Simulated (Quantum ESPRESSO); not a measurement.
Crystal: BP.

```
P B
1.0
     0.00000    2.26900    2.26900
     2.26900    0.00000    2.26900
     2.26900    2.26900    0.00000
P B
1 1
Direct
  0.75000 0.75000 0.75000
  0.00000 0.00000 0.00000
```

| Property | Result |
| --- | --- |
| Program | Quantum ESPRESSO 7.5 |
| Task | phonons |
| Functional | vdW-DF-cx |
| Potentials or basis | PseudoDojo 0.4.1 SR PBE standard |
| Cutoff | 1034 eV |
| Density cutoff | 4136 eV |
| k mesh | 8 × 8 × 8, shifted |
| Occupations | fermi-dirac, width 0.05 eV |
| Spin | no spin polarisation |
| Mixing beta | 0.5 |
| Most SCF iterations | 120 |
| SCF threshold | 4e-10 Ry |

The first run showed a gap, so the response started from a second, tighter run with fixed occupations.

Task: What is the highest optical frequency at the zone centre, leaving out the macroscopic field of polar modes?

Result: 804 cm⁻¹, a mode of symmetry T2 (IR and Raman). With the field the highest mode lies at 809 cm⁻¹.

Optical modes at Γ, degenerate ones joined, polar ones without the macroscopic field:
```csv
cm⁻¹,components,symmetry,active in,"IR intensity, summed ((D/Å)²/amu)"
804,3,T2,IR and Raman,2.27
```

Zone-centre frequencies without and with the macroscopic field along z (cm⁻¹):
|  | optical modes in rising order |
| --- | --- |
| without | 804 804 804 |
| with the field | 804 804 809 |

Born effective charge tensors (e):
atom 1, P
```
0.51 0.00 0.00
0.00 0.51 0.00
0.00 0.00 0.51
```
atom 2, B
```
-0.51  0.00  0.00
 0.00 -0.51  0.00
 0.00  0.00 -0.51
```
